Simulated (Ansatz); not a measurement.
Space group Pm-3m (No. 221). a = 3.544 Å, b = 3.544 Å, c = 3.544 Å, α = 90.00°, β = 90.00°, γ = 90.00°
```csv
atom,site,symmetry,x,y,z
Fe,1a,m-3m,0.0000,0.0000,0.0000
Ni,3c,4/mm.m,0.0000,0.5000,0.5000
```

Equation of state of this FeNi₃ structure (not necessarily the ground state), with shape and atoms relaxed at each volume where symmetry leaves them free. It has no gap at any of these volumes. All numbers below come from Ansatz 0.2.0, DFT PBE, scalar-relativistic, plane waves, PAW.

Settings: cutoff 420 eV, Γ-centred mesh 12×12×12 on the computed 4-atom cell, Gaussian smearing of 0.10 eV; collinear spin.

```json
{"V (Å³/atom)": "9.790", "E − E(largest V) (meV/atom)": "69.25", "P (GPa)": "34.26"}
{"V (Å³/atom)": "10.124", "E − E(largest V) (meV/atom)": "9.60", "P (GPa)": "23.34"}
{"V (Å³/atom)": "10.458", "E − E(largest V) (meV/atom)": "-29.18", "P (GPa)": "14.17"}
{"V (Å³/atom)": "10.791", "E − E(largest V) (meV/atom)": "-50.39", "P (GPa)": "6.46"}
{"V (Å³/atom)": "11.125", "E − E(largest V) (meV/atom)": "-56.83", "P (GPa)": "0.00"}
{"V (Å³/atom)": "11.459", "E − E(largest V) (meV/atom)": "-50.89", "P (GPa)": "-5.40"}
{"V (Å³/atom)": "11.793", "E − E(largest V) (meV/atom)": "-34.64", "P (GPa)": "-9.89"}
{"V (Å³/atom)": "12.238", "E − E(largest V) (meV/atom)": "0.00", "P (GPa)": "-14.72"}
```

Q: Fit a third-order Birch–Murnaghan equation to E(V).

A: V0 = 11.12 Å³/atom, B0 = 197 GPa, B0' = 4.9.

Only parallel moments were tried here.